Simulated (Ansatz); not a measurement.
Mg2Sn built on the antifluorite prototype, relaxed with r2SCAN: 7 runs in Ansatz 0.2.0, each a construction of maximally localised Wannier functions. Space group Fm-3m (No. 225), cubic; a = 6.760 Å in the conventional setting, 25.74 Å³ an atom. Sn has 8 Mg at 2.93 Å; Mg has 4 Sn at 2.93 Å. Calculated for a static, non-magnetic cell.

```xyz
3
Lattice="0.0000 3.3799 3.3799 3.3799 0.0000 3.3799 3.3799 3.3799 0.0000" Properties=species:S:1:pos:R:3 pbc="T T T"
Sn    0.0000    0.0000    0.0000
Mg    1.6900    1.6900    1.6900
Mg    5.0699    5.0699    5.0699
```

Windows count from the top of the filled bands, or the Fermi level where a functional gives no gap; a dash means that no such window was set (without an outer window there is no disentanglement). Rows marked drawn have settings drawn at random (some not listed).

| functional | SCF mesh | trial orbitals | functions | mesh | window (eV) | frozen (eV) | settings | Ω total (Å²) | Ω invariant (Å²) | largest spread (Å²) | least projectability | interpolation miss of the model's filled bands (eV, to the nearest computed level) |
| --- | --- | --- | --- | --- | --- | --- | --- | --- | --- | --- | --- | --- |
| PBE | 6×6×6 | Sn s, Sn p | 4 | 4×4×4 | – | – | chosen | 12.54 | 10.07 | 3.14 | 0.89 | 0.297 |
| PBE | 6×6×6 | Sn s, Sn p | 4 | 6×6×6 | – | – | chosen | 15.04 | 12.41 | 3.76 | 0.84 | 0.128 |
| r2SCAN | 6×6×6 | Sn s, Sn p | 4 | 4×4×4 | – | – | chosen | 12.16 | 9.71 | 3.04 | 0.90 | 0.273 |
| HSE06 | 4×4×4 | Sn s, Sn p | 4 | 4×4×4 | – | – | chosen | 12.25 | 9.77 | 3.06 | 0.90 | – |
| HSE06 | 4×4×4 | Sn p | 3 | 4×4×4 | – | – | chosen | 12.58 | 12.23 | 4.19 | 0.66 | – |
| PBE | 6×6×6 | Sn p | 3 | 4×4×4 | -20.7 to +2.6 | – | drawn | 12.08 | 11.70 | 4.03 | 0.89 | 0.925 |

Problem. Estimate from these rows what the further settings give.
```tsv
functional	SCF mesh	trial orbitals	functions	mesh	window (eV)	frozen (eV)	settings
PBE	6×6×6	Sn p	3	4×4×4	–	–	chosen
```

Solution.

| functional | SCF mesh | trial orbitals | functions | mesh | window (eV) | frozen (eV) | settings | Ω total (Å²) | Ω invariant (Å²) | largest spread (Å²) | least projectability | interpolation miss of the model's filled bands (eV, to the nearest computed level) |
| --- | --- | --- | --- | --- | --- | --- | --- | --- | --- | --- | --- | --- |
| PBE | 6×6×6 | Sn p | 3 | 4×4×4 | – | – | chosen | 12.81 | 12.46 | 4.27 | 0.66 | 0.294 |

1 of the rows take their functions from a window without a frozen part or with a poor projection: such a subspace needn't follow the bands named, so its spread can't be set beside the others.

A dash in the last column means that the miss wasn't evaluated.

For Sn s, Sn p with PBE the spread goes 12.54 Å² (4×4×4), 15.04 Å² (6×6×6).

Spin-orbit coupling is left out.
